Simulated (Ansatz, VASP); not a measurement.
## PtSe2 (Sudovikovite) in VASP and in Ansatz

File INCAR:

```
PREC = Accurate
ENCUT = 600
EDIFF = 1E-6
ISMEAR = 0
SIGMA = 0.1
LREAL = False
LASPH = True
NELM = 100
ALGO = Normal
ISIF = 3
LWAVE = False
LCHARG = False
GGA = CA
IBRION = 2
NSW = 70
EDIFFG = -0.005
```

Contents of KPOINTS:

```
regular mesh
0
Gamma
  15 15 10
```

File POSCAR:

```
PtSe2
1.0
    3.7714571397      0.0000000000      0.0000000000
   -1.8857285698      3.2661776923      0.0000000000
    0.0000000000      0.0000000000      4.8233068483
Pt Se
1 2
Direct
    0.0000000000      0.0000000000      0.0000000000
    0.3333333333      0.6666666667      0.2654558733
    0.6666666667      0.3333333333      0.7345441267
```

Input for Ansatz:

```yaml
crystal:
  lattice:
    - [3.7714571397, 0.0, 0.0]
    - [-1.8857285698, 3.2661776923, 0.0]
    - [0.0, 0.0, 4.8233068483]
  atoms:
    - { symbol: Pt, position: [0.0, 0.0, 0.0] }
    - { symbol: Se, position: [0.3333333333, 0.6666666667, 0.2654558733] }
    - { symbol: Se, position: [0.6666666667, 0.3333333333, 0.7345441267] }
basis:
  ecutwfc: 420
kpoints:
  mp_grid: { grid: [15, 15, 10] }
hamiltonian:
  xc: lda
scf:
  occupations: { method: gaussian, width: 0.1 }
output:
  forces: true
  stress: true
  eigenvalues: true
relax:
  adjacent_minimum: "off"
  f_tol: 0.005
  max_steps: 50
  cell: { stress_tol: 0.05 }
```

Alike in both runs: task relaxation of cell and atoms; functional LDA; k mesh 15 × 15 × 10; occupations gaussian, width 0.1 eV; no spin polarisation.

```csv
,VASP,Ansatz
version,VASP 6.6.1,Ansatz 0.2.0
potentials or method,"VASP PAW LDA potentials, release 64 (Pt, Se)","scalar-relativistic, plane waves, PAW"
plane-wave cutoff (eV),600,420
valence electrons in the cell,22,50
```

```csv
,VASP,Ansatz,Ansatz less VASP
"gap on the k mesh at the Fermi level, each at its own relaxed structure (eV)",none,none,-
relaxed volume (Å³/atom),19.27,19.24,-0.031
relaxed cell length with the largest relative difference (Å),3.746,3.741,-0.0043
energy change over the relaxation (meV/atom),-6,-7,-1.4
```

A gap of «none» marks a metal or a gap that the smearing closes. The two sets of potentials don't hold the same shells in valence.

Spin-orbit coupling is left out, which matters for the levels of Pt. Zero-point motion and thermal expansion aren't in these numbers. LDA usually gives volumes a few per cent too small.
